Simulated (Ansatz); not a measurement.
# SiO2 — ¹⁷O NMR of the central transition

Cell: a Materials Project structure (computed, not necessarily an observed phase).

Space group Im-3m (No. 229); a = 9.8830 Å.

```
site  Wyckoff  site symmetry       x       y       z
  Si      16f            .3m  0.1569  0.1569  0.1569
  O9       8c           .-3m  0.2500  0.2500  0.2500
 O13      24h           m.m2  0.1889  0.1889  0.0000
```

One atom of each set is listed; the run and its k-mesh use a cell of 24 atoms with edges of 8.56, 8.56, 8.56 Å.

Level of theory: DFT, r2SCAN, plane waves and PAW, scalar-relativistic, 500 eV cutoff, Γ-centred 3×3×3 k-points, Fermi–Dirac smearing 0.02 eV (Ansatz 0.2.0).

¹⁷O has I = 5/2 and Q = -25.58 mb (Pyykkö 2018); at 14.1 T its Larmor frequency is ν₀ = 81.4 MHz. Only the quadrupole interaction is simulated: positions count from each site's isotropic chemical shift, and J coupling is left out, as are shift anisotropy and dipolar coupling, which fast spinning averages.

Question: Give C_Q, η, the quadrupolar product P_Q = |C_Q|(1 + η²/3)^½, the second-order isotropic shift and the breadth of the pattern (fast magic-angle spinning) for each O site.

Answer: 

```json
{"site": "O9", "first shell": "2 Si at 1.59 Å, angle 180°", "C_Q (MHz)": "-6.38", "η": "0.00", "P_Q (MHz)": "6.38", "δ_QIS (ppm)": "-36.8", "breadth (kHz)": "6.42"}
{"site": "O13", "first shell": "2 Si at 1.61 Å, angle 148°", "C_Q (MHz)": "-5.73", "η": "0.23", "P_Q (MHz)": "5.78", "δ_QIS (ppm)": "-30.2", "breadth (kHz)": "5.58"}
```

δ_QIS = −(ν_Q²/30ν₀²)[I(I+1) − 3/4](1 + η²/3) × 10⁶ ppm with ν_Q = 3|C_Q|/[2I(2I−1)]; it falls as 1/B₀² in ppm, and the breadth as 1/B₀ in kHz.

An axis of threefold or higher order runs through O9, so V_zz lies along it and η is zero. At O13 V_zz runs parallel to the line that joins its two neighbours (within 1°).
